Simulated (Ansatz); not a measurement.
TaS$_{2}$, DFT, PBEsol, all-electron LAPW, scalar-relativistic (Ansatz 0.2.0), run on 1 thread of Arm Neoverse N1 on a shared host.

The geometry is COD entry 1537360, unchecked; take it as a test cell. It differs from other determinations. The listed cell was then made from it by scaling, straining or moving an atom.

Command: `ansatz run input.yaml --threads 1 --pin off --max-ram 4096MiB --backend cpu --events-out ev --progress --plain --runs-dir out`

```yaml
crystal:
  lattice:
    - [3.2830020782, 0.0, 0.0]
    - [-1.6415010391, 2.8431632004, 0.0]
    - [0.0, 0.0, 5.86]
  atoms:
    - { symbol: Ta, position: [0.0, 0.0, 0.0] }
    - { symbol: S, position: [0.3333333333, 0.6666666667, 0.25] }
    - { symbol: S, position: [0.6666666667, 0.3333333333, 0.75] }
kpoints:
  mp_grid: { grid: [8, 8, 4] }
  band_path:
    path:
      - [0.0, 0.0, 0.0]
      - [0.5, 0.0, 0.0]
      - [0.3333333333, 0.3333333333, 0.0]
      - [0.0, 0.0, 0.0]
      - [0.0, 0.0, 0.5]
      - [0.5, 0.0, 0.5]
      - [0.3333333333, 0.3333333333, 0.5]
      - [0.0, 0.0, 0.5]
      - [0.5, 0.0, 0.5]
    npoints: 5
scf:
  occupations: { method: fermi_dirac, width: 0.02 }
hamiltonian:
  xc: pbesol
  pseudopotentials: { kind: all_electron, lapw: { basis_error: 0.001 } }
output:
  forces: true
  stress: true
  eigenvalues: true
```

Q: How large is the problem that the program sets up?

A: 35 irreducible k-points, 635 plane waves at Γ, 43 bands.

Q: About how long does it take, and how much memory does it use?

A: 52 s of wall time for 9 SCF iterations, with a peak of 0.39 GiB. Times on shared machines scatter by tens of per cent.
